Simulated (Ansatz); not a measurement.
# Pt: the crystal squeezed far

One table from this session's results is given with a row withheld; the runs are named, their logs left out.

Program: Ansatz 0.2.0. Level of theory: DFT PBE, with the methods named in each step. These are calculated values, not measurements.

### The starting structure

It takes space group Pm-3m (No. 221, cubic). Conventional cell: a = 2.567 Å, b = 2.567 Å, c = 2.567 Å, α = 90.00°, β = 90.00°, γ = 90.00°. Pt (site symmetry m-3m) has 6 Pt at 2.57 Å as nearest neighbours.

Coordinates:

```xyz
1
Lattice="2.5669 0.0000 0.0000 0.0000 2.5669 0.0000 0.0000 0.0000 2.5669" Properties=species:S:1:pos:R:3 pbc="T T T"
Pt    0.0000    0.0000    0.0000
```

Whether this phase is the stable one at these pressures isn't tested.

The first run:

File input.yaml:

```yaml
crystal:
  lattice:
    - [2.5669323014, 0.0, 0.0]
    - [0.0, 2.5669323014, 0.0]
    - [0.0, 0.0, 2.5669323014]
  atoms:
    - { symbol: Pt, position: [0.0, 0.0, 0.0] }
kpoints:
  mp_grid: { grid: [16, 16, 16] }
scf:
  occupations: { method: fermi_dirac, width: 0.05 }
hamiltonian:
  xc: pbe
  pseudopotentials: { kind: paw }
output:
  forces: true
  stress: true
relax:
  f_tol: 0.005
  max_steps: 40
  cell: {}
```

Run with:

```
$ ansatz run input.yaml --threads 1 --pin off --max-ram 2048MiB --backend cpu --events-out ev --progress --plain --runs-dir out
```

Among the steps run: Cell relaxed at zero pressure, PAW; Volume scaled by 1, PAW; Volume scaled by 0.88, PAW; Volume scaled by 0.88, PAW (source ansatz); Volume scaled by 0.78, PAW; Volume scaled by 0.68, PAW; Volume scaled by 0.58, PAW; Volume scaled by 0.5, PAW; Volume scaled by 0.43, PAW; Volume scaled by 0.43, PAW (cutoff 800 eV).

One of the session's tables, all rows but one given; the rest of the session is left out.

| method | volume over the first | volume (Å³/atom) | pressure (GPa) |
| --- | --- | --- | --- |
| PAW | 1 | 18.075 | -0.03 |
| PAW | 0.88 | 15.906 | 33.43 |
| PAW | 0.78 | 14.098 | 89.14 |
| PAW | 0.68 | ? | ? |
| PAW | 0.58 | 10.483 | 410.64 |
| PAW | 0.5 | 9.037 | 747.34 |
| PAW | 0.43 | 7.772 | 1299.64 |
| PAW (cutoff 800 eV) | 0.43 | 7.772 | 1299.12 |
| PAW (source ansatz) | 0.88 | 15.906 | 33.58 |

**Question.** Estimate the row for PAW, 0.68.

The run gave: volume (Å³/atom): 12.291; pressure (GPa): 195.98. In the column «volume (Å³/atom)» it lies between PAW, 0.58 (10.483) and PAW, 0.78 (14.098).
